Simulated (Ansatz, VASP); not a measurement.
# Cross-check of PtSe2 between VASP and Ansatz

One calculation is typed for both programs; each brings its own data sets. How far apart do they land? The cell is taken from a series of runs on this material, whose earlier steps may have relaxed, scaled, displaced or heated it; both programs get it as it stands.

Main program and level: Ansatz 0.2.0; plane waves, with VASP 6.6.1 beside it; single point at PBE.

## 1. Starting point

The cell holds 3 atoms: 2 Se and 1 Pt. Cell: a = 3.710 Å, b = 3.710 Å, c = 28.500 Å, α = 90.0°, β = 90.0°, γ = 120.0°. It derives from PtSe2. Vacuum lies along c.

Structure file:

```
Se Pt
1.0
     3.70967    0.00000    0.00000
    -1.85484    3.21267    0.00000
     0.00000    0.00000   28.50000
Se Pt
2 1
Direct
  0.66667 0.33333 0.45361
  0.33333 0.66667 0.54639
  0.00000 0.00000 0.50000
```

## 2. VASP: single point, PBE, pair 1

With cell and atoms fixed, the geometry can't cause a difference; cores, projectors, grids and the points listed under the comparison can.

Lines of VASP's logs that name or quote its potential files are left out, and so is its time.

Input file INCAR:

```
SYSTEM = PtSe2
PREC = Accurate
ENCUT = 400
EDIFF = 1E-06
NELM = 120
ISMEAR = -1
SIGMA = 0.02
LREAL = .FALSE.
ALGO = Normal
GGA = PE
NBANDS = 17
LASPH = .TRUE.
LORBIT = 11
LWAVE = .FALSE.
LCHARG = .FALSE.
ISIF = 2
LDIPOL = .TRUE.
IDIPOL = 3
DIPOL = 0.5 0.5 0.5
LVHAR = .TRUE.
GGA_COMPAT = .FALSE.
EFERMI = MIDGAP
NELMDL = -8
KPAR = 2
```

Input file POSCAR:

```
PtSe2
1.0
    3.7096730211      0.0000000000      0.0000000000
   -1.8548365106      3.2126710760      0.0000000000
    0.0000000000      0.0000000000     28.5000000000
Se Pt
2 1
Direct
    0.6666666667      0.3333333333      0.4536101987
    0.3333333333      0.6666666667      0.5463898013
    0.0000000000      0.0000000000      0.5000000000
```

Input file KPOINTS:

```
Automatic mesh
0
Gamma
6 6 1
0 0 0
```

The projector-augmented-wave data sets are Se and Pt (PBE family, release 64).

Run with:

```sh
> mpirun -np 2 vasp_std
```

Numbers of over 12 decimals in the logs are rounded to 6 here.

The program printed:

```text
[banner, memory and clock lines left out]
running    2 mpi-ranks, on    1 nodes
 distrk:  each k-point on    1 cores,    2 groups
 distr:  one band on    1 cores,    1 groups

 POSCAR found type information on POSCAR SePt
 POSCAR found :  2 types and       3 ions
 LDA part: xc-table for (Slater+PW92), standard interpolation
 POSCAR, INCAR and KPOINTS ok, starting setup
 FFT: planning ... GRIDC
 FFT: planning ... GRID_SOFT
 FFT: planning ... GRID
 WAVECAR not read
 entering main loop
       N       E                     dE             d eps       ncg     rms          rms(c)
DAV:   1     0.159585319837E+03    0.15959E+03   -0.59663E+03   238   0.734E+02
DAV:   2     0.181582921285E+01   -0.15777E+03   -0.14966E+03   398   0.150E+02
DAV:   3    -0.149156318155E+02   -0.16731E+02   -0.16657E+02   296   0.639E+01
DAV:   4    -0.151344740892E+02   -0.21884E+00   -0.21852E+00   291   0.889E+00
DAV:   5    -0.151390413342E+02   -0.45672E-02   -0.45667E-02   355   0.115E+00
DAV:   6    -0.151391482253E+02   -0.10689E-03   -0.10689E-03   322   0.173E-01
DAV:   7    -0.151391540469E+02   -0.58217E-05   -0.58217E-05   395   0.338E-02
DAV:   8    -0.151391541190E+02   -0.72051E-07   -0.71989E-07   258   0.295E-03    0.123E+01
DAV:   9    -0.144923497608E+02    0.64680E+00   -0.47962E+00   276   0.196E+01    0.681E+00
DAV:  10    -0.143439898201E+02    0.14836E+00   -0.14117E+00   267   0.113E+01    0.315E+00
DAV:  11    -0.142891584727E+02    0.54831E-01   -0.10944E-01   302   0.330E+00    0.691E-01
DAV:  12    -0.142863384492E+02    0.28200E-02   -0.26829E-02   293   0.131E+00    0.204E-01
DAV:  13    -0.142864522806E+02   -0.11383E-03   -0.12480E-03   288   0.237E-01    0.193E-01
DAV:  14    -0.142866426304E+02   -0.19035E-03   -0.19508E-04   281   0.122E-01    0.181E-01
[...]
DAV:  20    -0.142866335266E+02   -0.72502E-05   -0.22603E-06   288   0.856E-03    0.255E-02
DAV:  21    -0.142866540465E+02   -0.20520E-04   -0.37962E-06   252   0.910E-03    0.985E-03
DAV:  22    -0.142866618803E+02   -0.78338E-05   -0.10724E-06   246   0.516E-03    0.503E-03
DAV:  23    -0.142866709868E+02   -0.91065E-05   -0.22782E-06   238   0.690E-03    0.675E-03
DAV:  24    -0.142866733856E+02   -0.23989E-05   -0.26992E-07   240   0.286E-03    0.367E-03
DAV:  25    -0.142866745468E+02   -0.11611E-05   -0.17853E-07   256   0.199E-03    0.580E-04
DAV:  26    -0.142866764130E+02   -0.18662E-05   -0.11556E-07   247   0.149E-03    0.174E-03
DAV:  27    -0.142866767577E+02   -0.34472E-06   -0.70798E-09   264   0.456E-04
   1 F= -.14286677E+02 E0= -.14286677E+02  d E =-.515697E-18
```

From OUTCAR (step 2):

```text
ion  position               nearest neighbor table
   1  0.667  0.333  0.454-   3 2.52   3 2.52   3 2.52
   2  0.333  0.667  0.546-   3 2.52   3 2.52   3 2.52
   3  0.000  0.000  0.500-   1 2.52   2 2.52   1 2.52   2 2.52   1 2.52   2 2.52

  LATTYP: Found a hexagonal cell.
 ALAT       =     3.7096730211
 C/A-ratio  =     7.6826178043

 Subroutine GETGRP returns: Found 12 space group operations
 (whereof 12 operations were pure point group operations)

The static configuration has the point symmetry D_3d.

 Found      7 irreducible k-points:

   k-points           NKPTS =      7   k-points in BZ     NKDIM =      7   number of bands    NBANDS=     17

   dimension x,y,z NGX =    24 NGY =   24 NGZ =  192
   dimension x,y,z NGXF=    48 NGYF=   48 NGZF=  384

   ENCUT  =  400.0 eV  29.40 Ry    5.42 a.u.   6.05  6.05 46.48*2*pi/ulx,y,z

   NELECT =      22.0000    total number of electrons

 k-points in reciprocal lattice and weights: Automatic mesh
   0.00000000  0.00000000  0.00000000       0.028
   0.16666667  0.00000000  0.00000000       0.167
   0.33333333  0.00000000  0.00000000       0.167
   0.50000000  0.00000000  0.00000000       0.083
   0.16666667  0.16666667  0.00000000       0.167
   0.33333333  0.16666667  0.00000000       0.333
   0.33333333  0.33333333  0.00000000       0.056

 dipolmoment           0.000000      0.000000      0.000000 electrons x Angstroem

 average (electrostatic) potential at core
       1 -61.7672       2 -61.7672       3 -77.8240

 E-fermi :  -2.8636

 k-point     1 :       0.0000    0.0000    0.0000
  band No.  band energies     occupation
    ...
      7      -6.5557      2.00000
      8      -4.9734      2.00000
      9      -4.3405      2.00000
     10      -3.6799      2.00000
     11      -3.6799      2.00000
     12      -0.7170      0.00000
     13      -0.7170      0.00000
     14       0.8355      0.00000
     15       1.5329      0.00000
     16       1.9028      0.00000
    ...

 k-point     2 :       0.1667    0.0000    0.0000
  band No.  band energies     occupation
    ...
      7      -6.7210      2.00000
      8      -5.6651      2.00000
      9      -3.9554      2.00000
     10      -3.8795      2.00000
     11      -3.7489      2.00000
     12      -2.0472      0.00000
     13      -1.0373      0.00000
     14       1.6376      0.00000
     15       1.9434      0.00000
     16       2.4236      0.00000
    ...

 k-point     3 :       0.3333    0.0000    0.0000
  band No.  band energies     occupation
    ...
      7      -6.6376      2.00000
      8      -5.9959      2.00000
      9      -5.0806      2.00000
     10      -4.5167      2.00000
     11      -4.2885      2.00000
     12      -1.8950      0.00000
     13      -1.0884      0.00000
     14       1.2941      0.00000
     15       2.8086      0.00000
     16       3.0621      0.00000
    ...

  Total        0.8816199      0.8816199      0.1669765     -0.0000000      0.0000000     -0.0000000
  in kB        4.1585812      4.1585812      0.7876242     -0.0000000      0.0000000     -0.0000000
  external PRESSURE =       3.0349289 kB  Pullay stress =       0.0000000 kB

  energy-cutoff  :      400.00
  volume of cell :      339.66
      direct lattice vectors                 reciprocal lattice vectors
     3.709673021  0.000000000  0.000000000     0.269565537  0.155633735  0.000000000
    -1.854836511  3.212671076  0.000000000     0.000000000  0.311267471  0.000000000
     0.000000000  0.000000000 28.500000000     0.000000000  0.000000000  0.035087719

 POSITION                                       TOTAL-FORCE (eV/Angst)
 -----------------------------------------------------------------------------------
      1.85484      1.07089     12.92789         0.000000      0.000000     -0.074239
     -0.00000      2.14178     15.57211        -0.000000      0.000000      0.074239
      0.00000      0.00000     14.25000         0.000000      0.000000      0.000000
 -----------------------------------------------------------------------------------
    total drift:                               -0.000000      0.000000      0.000000

  FREE ENERGIE OF THE ION-ELECTRON SYSTEM (eV)
  ---------------------------------------------------
  free  energy   TOTEN  =       -14.2866767577 eV

  energy  without entropy=      -14.2866767577  energy(sigma->0) =      -14.28667676

 vacuum level on the upper side and lower side of the slab         1.989         1.989

 total charge
# of ion       s       p       d       tot
------------------------------------------
    1        1.477   2.251   0.056   3.784
    2        1.477   2.251   0.056   3.784
    3        0.677   0.699   7.995   9.370
--------------------------------------------------
tot          3.630   5.200   8.108  16.938

[... 3 further parts left out ...]
```

## 3. Ansatz: single point, PBE, pair 1

Ansatz runs on its default PAW (the set named soft_2) files.

The same cell, functional, mesh and smearing now go to Ansatz, which takes its cutoff from its data sets.

Input file input.yaml:

```yaml
crystal:
  lattice:
    - [3.7096730211, 0.0, 0.0]
    - [-1.8548365106, 3.212671076, 0.0]
    - [0.0, 0.0, 28.5]
  atoms:
    - { symbol: Se, position: [0.6666666667, 0.3333333333, 0.4536101987] }
    - { symbol: Pt, position: [0.0, 0.0, 0.5] }
    - { symbol: Se, position: [0.3333333333, 0.6666666667, 0.5463898013] }
  periodic: [true, true, false]
kpoints:
  mp_grid: { grid: [6, 6, 1] }
  band_path:
    path:
      - [0, 0, 0]
      - [0.5, 0, 0]
      - [0.3333333333333, 0.3333333333333, 0]
      - [0, 0, 0]
    npoints: 10
hamiltonian:
  xc: pbe
scf:
  occupations: { method: fermi_dirac, width: 0.02 }
  n_extra_bands: 5
output:
  eigenvalues: true
  forces: true
  stress: true
  write_density: true
  write_potential: true
  elf: true
  volumetric_format: npy
```

Run with:

```sh
> ansatz run input.yaml --threads 3 --pin off --max-ram 92160MiB --backend cuda --events-out ev --progress --plain --runs-dir out --devices 1 --max-vram 13GiB
```

The program printed:

```text
scf.n_extra_bands = 5 over 25 filled bands (N_el = 50.0): the run solves 30 bands
GPUs: using 1 of 1 available (devices: 1).
Engine: ansatz 0.2.0, x86_64-unknown-linux-gnu
Pseudopotentials: kind: paw
Pseudopotential: Se, paw, valence charge 16, recommended cutoff 420 eV (normal), Se.paw.azcp
Pseudopotential: Pt, paw, valence charge 18, recommended cutoff 420 eV (normal), Pt.paw.azcp
Functional definition: PBE
  parameter kappa = 0.804
  parameter beta = 0.066725
  exchange = pbe_x(kappa = kappa, mu = beta*pi^2/3)
  correlation = pbe_c(beta = beta)
device memory: the entry about to start is reckoned to put 4.2 GiB on a device that reports 46.2 GiB free (of which the cap on the GPU budget leaves the run 13.0 GiB)
GPU FFT provider: cuFFT
GPU libraries: cuBLAS 13.8.2, cuFFT 12.4.0, cuSOLVER 12.3.4
Crystal: 3 atoms, lattice volume = 339.662 Å³
Basis set: ecut = 420 eV, 6671 PW (Γ), exchange–correlation on 50×50×384 points (8 copies of the dense FFT grid, shifted against one another)
Bands: 30, of which v1, the nominal top of the filled ones, is band 25 counted from 1 (24 counted from 0)
Symmetry: 12 space group operations
Space group: P-3m1 (ITA 164), of the structure as read, at distance tolerance 7.0e-5 Å
k-points: 7 of 36
Non-local potential: Se, projectors of the file, l = 0: 2, l = 1: 2, l = 2: 3, l = 3: 1
Non-local potential: Pt, projectors of the file, l = 0: 3, l = 1: 2, l = 2: 2, l = 3: 1
PAW form: soft (Blöchl's): semilocal exchange-correlation on the pseudo side does not see the compensation charge
PAW one-centre angular grid: Se, 590 points (default); XC on 64 Gauss nodes
PAW one-centre angular grid: Pt, 590 points (default); XC on 64 Gauss nodes
Initial density: superposition of atomic densities (neutral atoms: chi_scale 0, normalization atom), corrected by the library's trained network
Initial wavefunctions: pseudopotential atomic-orbital guess
GPU buffer pool allocated for 120000 grid points (all kernels)
GPU transforms: local potential and band sums: pruned to the plane-wave sphere, on 25×25×192
Functional: x = pbe(κ = 0.804, μ = 0.219515), c = pbe(β = 0.066725)
SCF iter   1: F=—  HF=-23462.357925 eV  |F-HF|=—  |Δ(HF+E_count)|=         —  Δρ=1.54e-3  dr2=9.61e-3  ethr=1.77e-3  ⟨swp⟩=13.0  Hψ=1277  notcnv=0
preconditioner: auto → Resta (q_TF=auto, 1.982 Å⁻¹)  ε∞=2.0  [insulator: Δε(μ)=1.654 eV  Ē_g=9.360 eV  σ=0.020 eV  W_gap=1.00  n_scr=34 (ndim 8)  ℏωp=9.5 eV  f_vac=0.782  D(μ)=0.00/eV (n_scr^D=0)  ε∞_Penn≈2.0  vacuum switching on, ρ_ref=6.4e-3 e/Å³]
SCF iter   2: F=—  HF=-23462.351234 eV  |F-HF|=—  |Δ(HF+E_count)|=   6.69e-3  Δρ=1.18e-3  dr2=9.03e-3  ethr=1.92e-5  ⟨swp⟩=4.3  Hψ=649  notcnv=0  defer=7
SCF iter   3: F=—  HF=-23462.349888 eV  |F-HF|=—  |Δ(HF+E_count)|=   1.35e-3  Δρ=4.52e-4  dr2=4.22e-4  ethr=1.81e-5  ⟨swp⟩=2.7  Hψ=287  notcnv=0  defer=7
SCF iter   4: F=—  HF=-23462.350132 eV  |F-HF|=—  |Δ(HF+E_count)|=   2.44e-4  Δρ=1.42e-4  dr2=1.01e-4  ethr=8.43e-7  ⟨swp⟩=3.0  Hψ=491  notcnv=0  defer=7
SCF iter   5: F=—  HF=-23462.350026 eV  |F-HF|=—  |Δ(HF+E_count)|=   1.06e-4  Δρ=3.22e-5  dr2=2.66e-6  ethr=2.03e-7  ⟨swp⟩=3.0  Hψ=321  notcnv=0  defer=7
SCF iter   6: F=—  HF=-23462.350269 eV  |F-HF|=—  |Δ(HF+E_count)|=   2.43e-4  Δρ=1.23e-5  dr2=7.53e-7  ethr=5.32e-9  ⟨swp⟩=3.6  Hψ=413  notcnv=0  defer=7
SCF iter   7: F=-23462.350268 eV  HF=-23462.350268 eV  |F-HF|=2.67e-8  |Δ(HF+E_count)|=   8.82e-8  Δρ=3.56e-6  dr2=6.55e-8  ethr=2.00e-10  ⟨swp⟩=22.7  Hψ=2300  notcnv=0
SCF 1 converged in 7 iterations: F = -23462.350268 eV  dr2 = 6.55e-8
  greatest PAW one-centre occupation: 1.000 electrons in one spin orbital (limit 2), on the Pt atom at site 1 (counted from 0), in its partial waves of l = 0
device memory: the entry about to start is reckoned to put 3.0 GiB on a device that reports 48.5 GiB free (of which the cap on the GPU budget leaves the run 13.0 GiB)
NSCF: frozen V_eff on 31 k-points
WARN: The input density's exchange-correlation potential varies sharply where the density is thin. Do not read a vacuum level from v_tot or v_xc, or from such a field of the output density. On a cell that repeats whose density bears no net charge and no dipole along the vacuum's axis use v_es (v_loc + v_h of the components); under efield.dipole_correction with no amplitude use v_es + v_field, which holds any external [...]
SCF converged after 7 iterations
Free energy (F): -23462.350268 eV
Harris-Foulkes:  -23462.350268 eV  (|F-HF|=2.67e-8)
Internal energy: -23462.350268 eV  (E = F + TS)
E sigma→0 (E₀):  -23462.350268 eV
Fermi energy:    -4.857842 eV
--- Per-component energies (eV) ---
  E_band       = -1847.280910
  E_kinetic    = 873.330374
  E_local      = -116614.811467  (includes V_loc(G=0)·N_el)
  E_nonlocal   = -990.975564
  E_hartree    = 57618.355208
  E_xc         = -469.801811
  E_vxc        = -498.640837  (∫ρ·V_xc dr)
  E_paw        = -13277.681098  (= ΣΔE_a)
  E_vpaw       = 147.063848  (= ΣTr[D̂ρ^β])
  E_aug_tail   = -0.000984  (compensation charges beyond the density's cutoff)
  E_ewald      = 49399.235075
  E_smearing   = -0.000000  (= −TS)
  E_closure    = 0.000000  (closes the sum)
  Σ components = -23462.350268   (vs F -23462.350268, Δ=0.00e0)
--- Forces (eV/Å), atoms counted from 1 ---
  atom   1  Se     0.00000000     0.00000000    -0.07492536
  atom   2  Pt     0.00000000    -0.00000000     0.00000000
  atom   3  Se    -0.00000000    -0.00000000     0.07492536
  max |Σ_I F_I| component: 1.39e-17 eV/Å
--- 2D stress c σ (N/m, compression-positive) ---
        1.229044       0.000000       0.000000
       -0.000000       1.229044       0.000000
        0.000000       0.000000       0.000000
  P = ½ c Tr σ = 1.2290 N/m
--- Band table (eV; the first three rows and the last of 7) ---
  k-point 0: bands = [... 21 lower, -6.9592, -6.3262, -5.6687, -5.6687, -2.6996, -2.6996, -1.1525 (-1.1527°), -0.4471, ... 1 higher]
  k-point 1: bands = [... 21 lower, -7.6509, -5.9419, -5.8653, -5.7360, -4.0277, -3.0199, -0.3505 (-0.3516°), -0.0379, ... 1 higher]
  k-point 2: bands = [... 21 lower, -7.9803, -7.0669, -6.5018, -6.2752, -3.8719, -3.0714, -0.6849, 0.8240, ... 1 higher]
  k-point 6: bands = [... 21 lower, -8.1986, -7.9650, -6.6463, -6.6463, -3.8837, -3.8837, 0.3922, 2.4555, ... 1 higher]
  ° read free of the cell's end (the report's vacuum.weakly_bound_levels)
```

In the SCF lines HF is the Harris–Foulkes energy and dr2 the Hartree energy of the density residual, in eV; the loop may stop once dr2 is under the threshold and the program's other checks hold. Hψ counts applications of the Hamiltonian.

## 4. Side by side

Known differences besides the potentials themselves: Ansatz cuts the interaction across the vacuum, VASP repeats the sheet with a dipole correction; the data sets hold 50 valence electrons in Ansatz (on its default PAW (the set named soft_2) files) and 22 in VASP; the cutoff is 420 eV in Ansatz and 400 eV in VASP. Total energies have different zeros and are not compared.

Compared:

```csv
quantity,Ansatz,VASP,difference
gap on the k mesh (eV),1.641,1.633,+0.008
```

Forces (eV/Å; atoms numbered as in POSCAR):

```
atom        Ansatz x, y, z          VASP x, y, z
 Se1  0.000, 0.000, -0.075  0.000, 0.000, -0.074
 Se2   0.000, 0.000, 0.075   0.000, 0.000, 0.074
 Pt3   0.000, 0.000, 0.000   0.000, 0.000, 0.000
```

The forces differ by 0.3 meV/Å r.m.s., which is 0.9 % of the r.m.s. force of 0.035 eV/Å (both taken over all components). A gap on the mesh is an upper bound, since the band edges may lie between its points; neither run holds spin-orbit coupling, which can move the band edges of a compound of Pt. With vacuum in the cell, a pressure given here is an average over mostly empty space and none of the material.

## 5. VASP: single point, PBE, pair 2

With cell and atoms fixed, the geometry can't cause a difference; cores, projectors, grids and the points listed under the comparison can. This pair takes another cell of the material, with 6 atoms against 3 for the pair before.

Changes to INCAR since step 2:

```diff
@@ -5,4 +5,4 @@
 NELM = 120
-ISMEAR = -1
-SIGMA = 0.02
+ISMEAR = 0
+SIGMA = 0.01
 LREAL = .FALSE.
@@ -10,3 +10,3 @@
 GGA = PE
-NBANDS = 17
+NBANDS = 28
 LASPH = .TRUE.
```

Input file POSCAR:

```
PtSe2
1.0
    3.7370364377      0.0000000000      0.0000000000
   -1.8685182188      3.2363684899      0.0000000000
    0.0000000000      0.0000000000     38.2000000000
Se Pt
4 2
Direct
    0.6666666667      0.3333333333      0.4017085392
    0.3333333333      0.6666666667      0.4699591123
    0.6666666667      0.3333333333      0.5300408877
    0.3333333333      0.6666666667      0.5982914608
    0.0000000000      0.0000000000      0.4363005368
    0.0000000000      0.0000000000      0.5636994632
```

Input file KPOINTS:

```
Automatic mesh
0
Gamma
9 9 1
0 0 0
```

Run with:

```sh
> mpirun -np 2 vasp_std
```

The program printed:

```text
[banner, memory and clock lines left out]
running    2 mpi-ranks, on    1 nodes
[...]
LDA part: xc-table for (Slater+PW92), standard interpolation
 POSCAR, INCAR and KPOINTS ok, starting setup
[...]
entering main loop
       N       E                     dE             d eps       ncg     rms          rms(c)
DAV:   1     0.336158736743E+03    0.33616E+03   -0.13129E+04   680   0.950E+02
DAV:   2     0.115476568768E+02   -0.32461E+03   -0.31385E+03  1056   0.203E+02
DAV:   3    -0.290739104555E+02   -0.40622E+02   -0.39995E+02   832   0.816E+01
DAV:   4    -0.300546022550E+02   -0.98069E+00   -0.96900E+00   880   0.140E+01
[...]
DAV:  26    -0.284643663952E+02   -0.13356E-05   -0.83775E-08   432   0.124E-03    0.107E-03
DAV:  27    -0.284643675746E+02   -0.11794E-05   -0.70085E-08   448   0.972E-04    0.541E-04
DAV:  28    -0.284643679097E+02   -0.33507E-06   -0.10018E-08   432   0.384E-04
   1 F= -.28464368E+02 E0= -.28464368E+02  d E =-.518459-124
```

Parts of OUTCAR (step 5):

```text
  Total        2.3935667      2.3935667      1.6893465      0.0000000     -0.0000000      0.0000000
  in kB        8.3005611      8.3005611      5.8584220      0.0000000     -0.0000000      0.0000000
  external PRESSURE =       7.4865147 kB  Pullay stress =       0.0000000 kB

 POSITION                                       TOTAL-FORCE (eV/Angst)
 -----------------------------------------------------------------------------------
      1.86852      1.07879     15.34527        -0.000000      0.000000     -0.102914
     -0.00000      2.15758     17.95244        -0.000000      0.000000     -0.096629
      1.86852      1.07879     20.24756         0.000000     -0.000000      0.096629
     -0.00000      2.15758     22.85473         0.000000     -0.000000      0.102914
      0.00000      0.00000     16.66668        -0.000000      0.000000     -0.153118
      0.00000      0.00000     21.53332        -0.000000      0.000000      0.153118
 -----------------------------------------------------------------------------------
    total drift:                                0.000000      0.000000      0.000000

  FREE ENERGIE OF THE ION-ELECTRON SYSTEM (eV)
  ---------------------------------------------------
  free  energy   TOTEN  =       -28.4643679097 eV

  energy  without entropy=      -28.4643679097  energy(sigma->0) =      -28.46436791

[... 3 further parts left out ...]
[key lines of the parts left out:]
E-fermi :  -1.6799
```

(Part 1 of 2 ends here.)

[Lines on the potential files, build, host, timing and source positions are cut from VASP's logs without a mark.]

[Logs are printed without paths, hosts, clocks, repeated set-up lines and the standing remarks that a program may print on its own settings, such as how far it seeks lower states.]

[Hosts, paths, dates, database ids (printed as entryN), source tags and the programs' standing remarks are cut or masked in the printed files.]
